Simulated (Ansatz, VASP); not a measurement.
## B in VASP and in Ansatz

```xyz
2
Lattice="1.8231 0.0000 0.0000 0.0000 1.8231 0.0000 0.0000 0.0000 27.1244" Properties=species:S:1:pos:R:3 pbc="T T T"
B     0.9116    0.9116    7.1252
B     0.9116    0.9116    8.8748
```

Alike in both runs: functional PBE; k mesh 30 × 30 × 1; occupations gaussian, width 0.1 eV; no spin polarisation.

Ansatz relaxed the structure, and its values are those at the end. VASP's run is a single point on that final structure, the one shown.

|  | VASP | Ansatz |
| --- | --- | --- |
| version | VASP 6.6.1 | Ansatz 0.2.0 |
| potentials or method | VASP PAW PBE potentials, release 64 (B) | scalar-relativistic, plane waves, PAW |
| plane-wave cutoff (eV) | 520 | 420 |
| valence electrons in the cell | 6 | 6 |

```tsv
	VASP	Ansatz	Ansatz less VASP
gap on the k mesh at the Fermi level (eV)	none	none	-
rms of the force components (eV/Å)	0.007	0.001	-0.0055
```

A gap of «none» marks a metal or a gap that the smearing closes. Ansatz warned: «xc_potential_rough_in_thin_density».
